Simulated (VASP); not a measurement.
# Pt (Im-3m) in VASP: notebook, part 4 of 7

VASP 6.6.1. The steps go on from the part before.

### 57 Equation of state, LDA, 16.38 Å³/atom

File INCAR:

```
PREC = Accurate
ENCUT = 460
EDIFF = 0.01
ISMEAR = 1
SIGMA = 0.15
LREAL = F
LASPH = T
NELM = 100
ALGO = Normal
ISIF = 2
LWAVE = F
LCHARG = F
GGA = CA
ADDGRID = F
```

File KPOINTS:

```
regular mesh
0
Gamma
  11 11 11
```

File POSCAR:

```
Pt
1.0
   -1.5999063667      1.5999063667      1.5999063667
    1.5999063667     -1.5999063667      1.5999063667
    1.5999063667      1.5999063667     -1.5999063667
Pt
1
Direct
    0.0000000000      0.0000000000      0.0000000000
```

Potentials or basis: VASP PAW LDA potentials, release 64 (Pt).

Run with:

```console
> cat potpaw_LDA.64/Pt/POTCAR > POTCAR
> mpirun -np 1 vasp_std > vasp.out
```

Run time: 3.2 s. Hardware: 1 thread of Intel Xeon Platinum 8488C (Sapphire Rapids), shared host; peak memory 0.12 GiB.

These settings aren't checked as converged: the numbers below hold their error.

Results:

```yaml
Free_energy: -7.2635 eV
Pressure: -26.2 GPa
Band_gap_on_the_k_mesh: none (metal or under the smearing width)
```

### 58 Equation of state, LDA, 15.43 Å³/atom

Edit INCAR of step 57 so:

```diff
@@ -2,3 +2,3 @@
 ENCUT = 460
-EDIFF = 0.01
+EDIFF = 0.001
 ISMEAR = 1
```

KPOINTS is that of step 57.

File POSCAR:

```
Pt
1.0
   -1.5682166836      1.5682166836      1.5682166836
    1.5682166836     -1.5682166836      1.5682166836
    1.5682166836      1.5682166836     -1.5682166836
Pt
1
Direct
    0.0000000000      0.0000000000      0.0000000000
```

Run with:

```console
> cat potpaw_LDA.64/Pt/POTCAR > POTCAR
> mpirun -np 1 vasp_std > vasp.out
```

Wall time 5.2 s (1 thread of Intel Xeon Platinum 8488C (Sapphire Rapids), shared host); peak memory 0.12 GiB.

The run converged, but some of its settings lie outside the range that counts as converged, so its numbers aren't taken as properties of the crystal.

What came out:

```yaml
Free_energy: -7.3507 eV
Pressure: -8.3 GPa
Band_gap_on_the_k_mesh: none (metal or under the smearing width)
```

### 59 Equation of state, LDA, 16.38 Å³/atom

INCAR is that of step 58.

KPOINTS is that of step 58.

File POSCAR:

```
Pt
1.0
   -1.5999063667      1.5999063667      1.5999063667
    1.5999063667     -1.5999063667      1.5999063667
    1.5999063667      1.5999063667     -1.5999063667
Pt
1
Direct
    0.0000000000      0.0000000000      0.0000000000
```

Run with:

```console
> cat potpaw_LDA.64/Pt/POTCAR > POTCAR
> mpirun -np 1 vasp_std > vasp.out
```

It took 5.1 s on 1 thread of Intel Xeon Platinum 8488C (Sapphire Rapids), shared host; peak memory 0.12 GiB.

The run converged, but some of its settings lie outside the range that counts as converged, so its numbers aren't taken as properties of the crystal.

What came out:

- Free energy: -7.2627 eV
- Pressure: -20.5 GPa
- Band gap on the k mesh: none (metal or under the smearing width)

### 60 Equation of state, LDA, 15.43 Å³/atom

Edit INCAR of step 59 so:

```diff
@@ -2,3 +2,3 @@
 ENCUT = 460
-EDIFF = 0.001
+EDIFF = 1E-4
 ISMEAR = 1
```

KPOINTS is that of step 59.

File POSCAR:

```
Pt
1.0
   -1.5682166836      1.5682166836      1.5682166836
    1.5682166836     -1.5682166836      1.5682166836
    1.5682166836      1.5682166836     -1.5682166836
Pt
1
Direct
    0.0000000000      0.0000000000      0.0000000000
```

Potentials or basis: VASP PAW LDA potentials, release 64 (Pt).

Run with:

```console
> cat potpaw_LDA.64/Pt/POTCAR > POTCAR
> mpirun -np 1 vasp_std > vasp.out
```

Run time: 3.9 s. Hardware: 1 thread of Intel Xeon Platinum 8488C (Sapphire Rapids), shared host; peak memory 0.12 GiB.

These settings aren't checked as converged: the numbers below hold their error.

Results:

| Property | Result |
| --- | --- |
| Free energy | -7.3507 eV |
| Pressure | -8.2 GPa |
| Band gap on the k mesh | none (metal or under the smearing width) |

### 61 Equation of state, LDA, 16.38 Å³/atom

INCAR is that of step 60.

KPOINTS is that of step 60.

File POSCAR:

```
Pt
1.0
   -1.5999063667      1.5999063667      1.5999063667
    1.5999063667     -1.5999063667      1.5999063667
    1.5999063667      1.5999063667     -1.5999063667
Pt
1
Direct
    0.0000000000      0.0000000000      0.0000000000
```

Run with:

```console
> cat potpaw_LDA.64/Pt/POTCAR > POTCAR
> mpirun -np 1 vasp_std > vasp.out
```

Run time: 5.2 s. Hardware: 1 thread of Intel Xeon Platinum 8488C (Sapphire Rapids), shared host; peak memory 0.12 GiB.

The run converged, but some of its settings lie outside the range that counts as converged, so its numbers aren't taken as properties of the crystal.

Results:

```
Free energy            : -7.2627 eV
Pressure               : -20.5 GPa
Band gap on the k mesh : none (metal or under the smearing width)
```

### 62 Equation of state, LDA, 15.43 Å³/atom

Edit INCAR of step 61 so:

```diff
@@ -2,3 +2,3 @@
 ENCUT = 460
-EDIFF = 1E-4
+EDIFF = 1E-5
 ISMEAR = 1
```

KPOINTS is that of step 61.

File POSCAR:

```
Pt
1.0
   -1.5682166836      1.5682166836      1.5682166836
    1.5682166836     -1.5682166836      1.5682166836
    1.5682166836      1.5682166836     -1.5682166836
Pt
1
Direct
    0.0000000000      0.0000000000      0.0000000000
```

Run with:

```console
> cat potpaw_LDA.64/Pt/POTCAR > POTCAR
> mpirun -np 1 vasp_std > vasp.out
```

Wall time 5.6 s (1 thread of Intel Xeon Platinum 8488C (Sapphire Rapids), shared host); peak memory 0.12 GiB.

The run converged, but some of its settings lie outside the range that counts as converged, so its numbers aren't taken as properties of the crystal.

What came out:

| Property | Result |
| --- | --- |
| Free energy | -7.3507 eV |
| Pressure | -8.2 GPa |
| Band gap on the k mesh | none (metal or under the smearing width) |

### 63 Equation of state, LDA, 16.38 Å³/atom

INCAR is that of step 62.

KPOINTS is that of step 62.

File POSCAR:

```
Pt
1.0
   -1.5999063667      1.5999063667      1.5999063667
    1.5999063667     -1.5999063667      1.5999063667
    1.5999063667      1.5999063667     -1.5999063667
Pt
1
Direct
    0.0000000000      0.0000000000      0.0000000000
```

Potentials or basis: VASP PAW LDA potentials, release 64 (Pt).

Run with:

```console
> cat potpaw_LDA.64/Pt/POTCAR > POTCAR
> mpirun -np 1 vasp_std > vasp.out
```

It took 5.7 s on 1 thread of Intel Xeon Platinum 8488C (Sapphire Rapids), shared host; peak memory 0.12 GiB.

These settings aren't checked as converged: the numbers below hold their error.

What came out:

| Item | Value |
| --- | --- |
| Free energy | -7.2627 eV |
| Pressure | -20.5 GPa |
| Band gap on the k mesh | none (metal or under the smearing width) |

### 64 Equation of state, LDA, 15.43 Å³/atom

Edit INCAR of step 63 so:

```diff
@@ -2,3 +2,3 @@
 ENCUT = 460
-EDIFF = 1E-5
+EDIFF = 1E-6
 ISMEAR = 1
@@ -13,2 +13,2 @@
 GGA = CA
-ADDGRID = F
+ADDGRID = T
```

KPOINTS is that of step 63.

File POSCAR:

```
Pt
1.0
   -1.5682166836      1.5682166836      1.5682166836
    1.5682166836     -1.5682166836      1.5682166836
    1.5682166836      1.5682166836     -1.5682166836
Pt
1
Direct
    0.0000000000      0.0000000000      0.0000000000
```

Run with:

```console
> cat potpaw_LDA.64/Pt/POTCAR > POTCAR
> mpirun -np 1 vasp_std > vasp.out
```

It took 6.7 s on 1 thread of Intel Xeon Platinum 8488C (Sapphire Rapids), shared host; peak memory 0.19 GiB.

These settings aren't checked as converged: the numbers below hold their error.

Results:

| Item | Value |
| --- | --- |
| Free energy | -7.3507 eV |
| Pressure | -8.2 GPa |
| Band gap on the k mesh | none (metal or under the smearing width) |

### 65 Equation of state, LDA, 16.38 Å³/atom

INCAR is that of step 64.

KPOINTS is that of step 64.

File POSCAR:

```
Pt
1.0
   -1.5999063667      1.5999063667      1.5999063667
    1.5999063667     -1.5999063667      1.5999063667
    1.5999063667      1.5999063667     -1.5999063667
Pt
1
Direct
    0.0000000000      0.0000000000      0.0000000000
```

Run with:

```console
> cat potpaw_LDA.64/Pt/POTCAR > POTCAR
> mpirun -np 1 vasp_std > vasp.out
```

Wall time 6.4 s (1 thread of Intel Xeon Platinum 8488C (Sapphire Rapids), shared host); peak memory 0.18 GiB.

These settings aren't checked as converged: the numbers below hold their error.

What came out:

| Property | Result |
| --- | --- |
| Free energy | -7.2627 eV |
| Pressure | -20.5 GPa |
| Band gap on the k mesh | none (metal or under the smearing width) |

### 66 Equation of state, LDA, 15.43 Å³/atom

Edit INCAR of step 65 so:

```diff
@@ -6,3 +6,3 @@
 LREAL = F
-LASPH = T
+LASPH = F
 NELM = 100
@@ -13,2 +13,2 @@
 GGA = CA
-ADDGRID = T
+ADDGRID = F
```

KPOINTS is that of step 65.

File POSCAR:

```
Pt
1.0
   -1.5682166836      1.5682166836      1.5682166836
    1.5682166836     -1.5682166836      1.5682166836
    1.5682166836      1.5682166836     -1.5682166836
Pt
1
Direct
    0.0000000000      0.0000000000      0.0000000000
```

Potentials or basis: VASP PAW LDA potentials, release 64 (Pt).

Run with:

```console
> cat potpaw_LDA.64/Pt/POTCAR > POTCAR
> mpirun -np 1 vasp_std > vasp.out
```

It took 5.2 s on 1 thread of Intel Xeon Platinum 8488C (Sapphire Rapids), shared host; peak memory 0.12 GiB.

The run converged, but some of its settings lie outside the range that counts as converged, so its numbers aren't taken as properties of the crystal.

Results:

```yaml
Free_energy: -7.3507 eV
Pressure: -8.2 GPa
Band_gap_on_the_k_mesh: none (metal or under the smearing width)
```

### 67 Equation of state, LDA, 16.38 Å³/atom

INCAR is that of step 66.

KPOINTS is that of step 66.

File POSCAR:

```
Pt
1.0
   -1.5999063667      1.5999063667      1.5999063667
    1.5999063667     -1.5999063667      1.5999063667
    1.5999063667      1.5999063667     -1.5999063667
Pt
1
Direct
    0.0000000000      0.0000000000      0.0000000000
```

Run with:

```console
> cat potpaw_LDA.64/Pt/POTCAR > POTCAR
> mpirun -np 1 vasp_std > vasp.out
```

Run time: 4.3 s. Hardware: 1 thread of Intel Xeon Platinum 8488C (Sapphire Rapids), shared host; peak memory 0.12 GiB.

These settings aren't checked as converged: the numbers below hold their error.

What came out:

```
Free energy            : -7.2627 eV
Pressure               : -20.5 GPa
Band gap on the k mesh : none (metal or under the smearing width)
```

### 68 Equation of state, LDA, 15.43 Å³/atom

File INCAR:

```
PREC = Normal
ENCUT = 460
EDIFF = 1E-4
ISMEAR = 1
SIGMA = 0.15
LREAL = Auto
LASPH = T
NELM = 100
ALGO = Normal
ISIF = 2
LWAVE = F
LCHARG = F
GGA = CA
ADDGRID = F
```

KPOINTS is that of step 67.

File POSCAR:

```
Pt
1.0
   -1.5682166836      1.5682166836      1.5682166836
    1.5682166836     -1.5682166836      1.5682166836
    1.5682166836      1.5682166836     -1.5682166836
Pt
1
Direct
    0.0000000000      0.0000000000      0.0000000000
```

Run with:

```console
> cat potpaw_LDA.64/Pt/POTCAR > POTCAR
> mpirun -np 1 vasp_std > vasp.out
```

Wall time 4.4 s (1 thread of Intel Xeon Platinum 8488C (Sapphire Rapids), shared host); peak memory 0.11 GiB.

The run converged, but some of its settings lie outside the range that counts as converged, so its numbers aren't taken as properties of the crystal.

What came out:

| Property | Result |
| --- | --- |
| Free energy | -7.3513 eV |
| Pressure | -8.1 GPa |
| Band gap on the k mesh | none (metal or under the smearing width) |

### 69 Equation of state, LDA, 16.38 Å³/atom

INCAR is that of step 68.

KPOINTS is that of step 68.

File POSCAR:

```
Pt
1.0
   -1.5999063667      1.5999063667      1.5999063667
    1.5999063667     -1.5999063667      1.5999063667
    1.5999063667      1.5999063667     -1.5999063667
Pt
1
Direct
    0.0000000000      0.0000000000      0.0000000000
```

Potentials or basis: VASP PAW LDA potentials, release 64 (Pt).

Run with:

```console
> cat potpaw_LDA.64/Pt/POTCAR > POTCAR
> mpirun -np 1 vasp_std > vasp.out
```

It took 4.9 s on 1 thread of Intel Xeon Platinum 8488C (Sapphire Rapids), shared host; peak memory 0.1 GiB.

These settings aren't checked as converged: the numbers below hold their error.

Results:

- Free energy: -7.2634 eV
- Pressure: -20.5 GPa
- Band gap on the k mesh: none (metal or under the smearing width)

### 70 Equation of state, LDA, 15.43 Å³/atom

File INCAR:

```
PREC = Accurate
ENCUT = 340
EDIFF = 1E-6
ISMEAR = 1
SIGMA = 0.15
LREAL = F
LASPH = T
NELM = 100
ALGO = Normal
ISIF = 2
LWAVE = F
LCHARG = F
GGA = CA
ADDGRID = F
```

File KPOINTS:

```
regular mesh
0
Gamma
  13 13 13
```

File POSCAR:

```
Pt
1.0
   -1.5682166836      1.5682166836      1.5682166836
    1.5682166836     -1.5682166836      1.5682166836
    1.5682166836      1.5682166836     -1.5682166836
Pt
1
Direct
    0.0000000000      0.0000000000      0.0000000000
```

Run with:

```console
> cat potpaw_LDA.64/Pt/POTCAR > POTCAR
> mpirun -np 1 vasp_std > vasp.out
```

Wall time 4.6 s (1 thread of Intel Xeon Platinum 8488C (Sapphire Rapids), shared host); peak memory 0.11 GiB.

These settings aren't checked as converged: the numbers below hold their error.

Results:

| Quantity | Value |
| --- | --- |
| Free energy | -7.3683 eV |
| Pressure | -9.3 GPa |
| Band gap on the k mesh | none (metal or under the smearing width) |

### 71 Equation of state, LDA, 16.38 Å³/atom

INCAR is that of step 70.

KPOINTS is that of step 70.

File POSCAR:

```
Pt
1.0
   -1.5999063667      1.5999063667      1.5999063667
    1.5999063667     -1.5999063667      1.5999063667
    1.5999063667      1.5999063667     -1.5999063667
Pt
1
Direct
    0.0000000000      0.0000000000      0.0000000000
```

Run with:

```console
> cat potpaw_LDA.64/Pt/POTCAR > POTCAR
> mpirun -np 1 vasp_std > vasp.out
```

It took 6.9 s on 1 thread of Intel Xeon Platinum 8488C (Sapphire Rapids), shared host; peak memory 0.11 GiB.

These settings aren't checked as converged: the numbers below hold their error.

What came out:

```
Free energy            : -7.2786 eV
Pressure               : -21.7 GPa
Band gap on the k mesh : none (metal or under the smearing width)
```

### 72 Equation of state, LDA, 15.43 Å³/atom

Edit INCAR of step 71 so:

```diff
@@ -1,3 +1,3 @@
 PREC = Accurate
-ENCUT = 340
+ENCUT = 520
 EDIFF = 1E-6
```

File KPOINTS:

```
regular mesh
0
Gamma
  11 11 11
```

File POSCAR:

```
Pt
1.0
   -1.5682166836      1.5682166836      1.5682166836
    1.5682166836     -1.5682166836      1.5682166836
    1.5682166836      1.5682166836     -1.5682166836
Pt
1
Direct
    0.0000000000      0.0000000000      0.0000000000
```

Potentials or basis: VASP PAW LDA potentials, release 64 (Pt).

Run with:

```console
> cat potpaw_LDA.64/Pt/POTCAR > POTCAR
> mpirun -np 1 vasp_std > vasp.out
```

It took 6.2 s on 1 thread of Intel Xeon Platinum 8488C (Sapphire Rapids), shared host; peak memory 0.12 GiB.

These settings aren't checked as converged: the numbers below hold their error.

Results:

```
Free energy            : -7.3505 eV
Pressure               : -8.3 GPa
Band gap on the k mesh : none (metal or under the smearing width)
```

### 73 Equation of state, LDA, 16.38 Å³/atom

INCAR is that of step 72.

KPOINTS is that of step 72.

File POSCAR:

```
Pt
1.0
   -1.5999063667      1.5999063667      1.5999063667
    1.5999063667     -1.5999063667      1.5999063667
    1.5999063667      1.5999063667     -1.5999063667
Pt
1
Direct
    0.0000000000      0.0000000000      0.0000000000
```

Run with:

```console
> cat potpaw_LDA.64/Pt/POTCAR > POTCAR
> mpirun -np 1 vasp_std > vasp.out
```

It took 5.2 s on 1 thread of Intel Xeon Platinum 8488C (Sapphire Rapids), shared host; peak memory 0.13 GiB.

These settings aren't checked as converged: the numbers below hold their error.

Results:

* Free energy: -7.2626 eV
* Pressure: -20.6 GPa
* Band gap on the k mesh: none (metal or under the smearing width)

### 74 Equation of state, LDA, 15.43 Å³/atom

Edit INCAR of step 73 so:

```diff
@@ -1,3 +1,3 @@
 PREC = Accurate
-ENCUT = 520
+ENCUT = 400
 EDIFF = 1E-6
```

File KPOINTS:

```
regular mesh
0
Gamma
  13 13 13
```

File POSCAR:

```
Pt
1.0
   -1.5682166836      1.5682166836      1.5682166836
    1.5682166836     -1.5682166836      1.5682166836
    1.5682166836      1.5682166836     -1.5682166836
Pt
1
Direct
    0.0000000000      0.0000000000      0.0000000000
```

Run with:

```console
> cat potpaw_LDA.64/Pt/POTCAR > POTCAR
> mpirun -np 1 vasp_std > vasp.out
```

It took 8.1 s on 1 thread of Intel Xeon Platinum 8488C (Sapphire Rapids), shared host; peak memory 0.12 GiB.

The run converged, but some of its settings lie outside the range that counts as converged, so its numbers aren't taken as properties of the crystal.

Results:

| Property | Result |
| --- | --- |
| Free energy | -7.3676 eV |
| Pressure | -8.5 GPa |
| Band gap on the k mesh | none (metal or under the smearing width) |

### 75 Equation of state, LDA, 16.38 Å³/atom

INCAR is that of step 74.

KPOINTS is that of step 74.

File POSCAR:

```
Pt
1.0
   -1.5999063667      1.5999063667      1.5999063667
    1.5999063667     -1.5999063667      1.5999063667
    1.5999063667      1.5999063667     -1.5999063667
Pt
1
Direct
    0.0000000000      0.0000000000      0.0000000000
```

Potentials or basis: VASP PAW LDA potentials, release 64 (Pt).

Run with:

```console
> cat potpaw_LDA.64/Pt/POTCAR > POTCAR
> mpirun -np 1 vasp_std > vasp.out
```

It took 5.6 s on 1 thread of Intel Xeon Platinum 8488C (Sapphire Rapids), shared host; peak memory 0.11 GiB.

These settings aren't checked as converged: the numbers below hold their error.

What came out:

- Free energy: -7.2780 eV
- Pressure: -20.9 GPa
- Band gap on the k mesh: none (metal or under the smearing width)

### 76 Equation of state, LDA, 15.43 Å³/atom

Edit INCAR of step 75 so:

```diff
@@ -1,3 +1,3 @@
 PREC = Accurate
-ENCUT = 400
+ENCUT = 340
 EDIFF = 1E-6
```

File KPOINTS:

```
regular mesh
0
Gamma
  15 15 15
```

File POSCAR:

```
Pt
1.0
   -1.5682166836      1.5682166836      1.5682166836
    1.5682166836     -1.5682166836      1.5682166836
    1.5682166836      1.5682166836     -1.5682166836
Pt
1
Direct
    0.0000000000      0.0000000000      0.0000000000
```

Run with:

```console
> cat potpaw_LDA.64/Pt/POTCAR > POTCAR
> mpirun -np 1 vasp_std > vasp.out
```

It took 4.4 s on 1 thread of Intel Xeon Platinum 8488C (Sapphire Rapids), shared host; peak memory 0.11 GiB.

The run converged, but some of its settings lie outside the range that counts as converged, so its numbers aren't taken as properties of the crystal.

What came out:

| Quantity | Value |
| --- | --- |
| Free energy | -7.3869 eV |
| Pressure | -9.5 GPa |
| Band gap on the k mesh | none (metal or under the smearing width) |

### 77 Equation of state, LDA, 16.38 Å³/atom

INCAR is that of step 76.

KPOINTS is that of step 76.

File POSCAR:

```
Pt
1.0
   -1.5999063667      1.5999063667      1.5999063667
    1.5999063667     -1.5999063667      1.5999063667
    1.5999063667      1.5999063667     -1.5999063667
Pt
1
Direct
    0.0000000000      0.0000000000      0.0000000000
```

Run with:

```console
> cat potpaw_LDA.64/Pt/POTCAR > POTCAR
> mpirun -np 1 vasp_std > vasp.out
```

Wall time 7.4 s (1 thread of Intel Xeon Platinum 8488C (Sapphire Rapids), shared host); peak memory 0.12 GiB.

These settings aren't checked as converged: the numbers below hold their error.

What came out:

- Free energy: -7.2960 eV
- Pressure: -21.9 GPa
- Band gap on the k mesh: none (metal or under the smearing width)

### 78 Equation of state, LDA, 15.43 Å³/atom

Edit INCAR of step 77 so:

```diff
@@ -1,3 +1,3 @@
 PREC = Accurate
-ENCUT = 340
+ENCUT = 460
 EDIFF = 1E-6
```

File KPOINTS:

```
regular mesh
0
Gamma
  13 13 13
```

File POSCAR:

```
Pt
1.0
   -1.5682166836      1.5682166836      1.5682166836
    1.5682166836     -1.5682166836      1.5682166836
    1.5682166836      1.5682166836     -1.5682166836
Pt
1
Direct
    0.0000000000      0.0000000000      0.0000000000
```

Potentials or basis: VASP PAW LDA potentials, release 64 (Pt).

Run with:

```console
> cat potpaw_LDA.64/Pt/POTCAR > POTCAR
> mpirun -np 1 vasp_std > vasp.out
```

Wall time 6.5 s (1 thread of Intel Xeon Platinum 8488C (Sapphire Rapids), shared host); peak memory 0.12 GiB.

These settings aren't checked as converged: the numbers below hold their error.

What came out:

```
Free energy            : -7.3678 eV
Pressure               : -8.4 GPa
Band gap on the k mesh : none (metal or under the smearing width)
```

### 79 Equation of state, LDA, 16.38 Å³/atom

INCAR is that of step 78.

KPOINTS is that of step 78.

File POSCAR:

```
Pt
1.0
   -1.5999063667      1.5999063667      1.5999063667
    1.5999063667     -1.5999063667      1.5999063667
    1.5999063667      1.5999063667     -1.5999063667
Pt
1
Direct
    0.0000000000      0.0000000000      0.0000000000
```

Run with:

```console
> cat potpaw_LDA.64/Pt/POTCAR > POTCAR
> mpirun -np 1 vasp_std > vasp.out
```

Wall time 6.8 s (1 thread of Intel Xeon Platinum 8488C (Sapphire Rapids), shared host); peak memory 0.12 GiB.

The run converged, but some of its settings lie outside the range that counts as converged, so its numbers aren't taken as properties of the crystal.

What came out:

```
Free energy            : -7.2781 eV
Pressure               : -20.8 GPa
Band gap on the k mesh : none (metal or under the smearing width)
```

### 80 Equation of state, LDA, 15.43 Å³/atom

Edit INCAR of step 79 so:

```diff
@@ -1,3 +1,3 @@
 PREC = Accurate
-ENCUT = 460
+ENCUT = 650
 EDIFF = 1E-6
```

File KPOINTS:

```
regular mesh
0
Gamma
  11 11 11
```

File POSCAR:

```
Pt
1.0
   -1.5682166836      1.5682166836      1.5682166836
    1.5682166836     -1.5682166836      1.5682166836
    1.5682166836      1.5682166836     -1.5682166836
Pt
1
Direct
    0.0000000000      0.0000000000      0.0000000000
```

Run with:

```console
> cat potpaw_LDA.64/Pt/POTCAR > POTCAR
> mpirun -np 1 vasp_std > vasp.out
```

It took 7.5 s on 1 thread of Intel Xeon Platinum 8488C (Sapphire Rapids), shared host; peak memory 0.13 GiB.

These settings aren't checked as converged: the numbers below hold their error.

What came out:

```
Free energy            : -7.3506 eV
Pressure               : -8.1 GPa
Band gap on the k mesh : none (metal or under the smearing width)
```

(Part 4 of 7 ends here.)
